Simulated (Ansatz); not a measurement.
(101) slab cut from the bulk of Ti, 15 Å of vacuum:

```yaml
crystal:
  lattice:
    - [2.93846, 0.00000, 0.00000]
    - [-1.46923, 5.30135, 0.00000]
    - [0.00000, 0.00000, 25.79003]
  atoms:
    - { symbol: Ti, position: [0.44221, 0.88441, 0.29081] }
    - { symbol: Ti, position: [0.78822, 0.57643, 0.36294] }
    - { symbol: Ti, position: [0.05742, 0.11484, 0.37737] }
    - { symbol: Ti, position: [0.40343, 0.80686, 0.44951] }
    - { symbol: Ti, position: [0.67263, 0.34526, 0.46393] }
    - { symbol: Ti, position: [0.01864, 0.03728, 0.53607] }
    - { symbol: Ti, position: [0.28784, 0.57569, 0.55049] }
    - { symbol: Ti, position: [0.63385, 0.26771, 0.62263] }
    - { symbol: Ti, position: [0.90305, 0.80611, 0.63706] }
    - { symbol: Ti, position: [0.24906, 0.49813, 0.70919] }
```

Level of theory: DFT PBE, scalar-relativistic, plane waves, PAW (Ansatz). Settings: cutoff 420 eV, Γ-centred mesh 12×7×1 on the computed 10-atom cell, Gaussian smearing of 0.10 eV; no spin polarisation. A dipole correction removes the field between periodic images along c.

This base run converges in 8 iterations with a largest force of 1.083 eV/Å and a work function of 3.12 eV on the top face.

One setting at a time is then changed, some of them on purpose to poor values; changes count from the base run, energies are extrapolated to zero smearing, γ keeps the base's bulk energy, atoms stay where they are, and risky runs are capped at 50 to 100 iterations.

(1) What happens with no dipole correction, vacuum of 15 Å?

(2) What happens with the slab thinned to 6 atoms (same faces, atoms at the bulk's places)?

(3) What happens with occupations methfessel-paxton 0.2 eV?

(4) What happens with at most 2 SCF iterations?

(5) What happens with cutoff 300 eV?

Results:

(1) It converges in 8 iterations; ΔE (meV/atom) 0.0, Δγ (J/m²) 0.000, largest force (eV/Å) 1.083, largest change of a force (eV/Å) 0.000.

(2) It converges in 9 iterations; ΔE (meV/atom) +345.8, Δγ (J/m²) -0.006, Δφ top (eV) -0.02, largest force (eV/Å) 1.110.

(3) It converges in 9 iterations; ΔE (meV/atom) -0.2, Δγ (J/m²) -0.001, Δφ top (eV) 0.00, largest force (eV/Å) 1.094, largest change of a force (eV/Å) 0.016.

(4) It doesn't converge (2 iterations).

(5) It converges in 9 iterations; ΔE (meV/atom) +128.3, Δφ top (eV) 0.00, largest force (eV/Å) 1.086, largest change of a force (eV/Å) 0.013.

Cost: 7 runs of about 9.4 core-minutes in all, on Oxide Virtual Turin-like Processor (Zen 5) (shared hosts).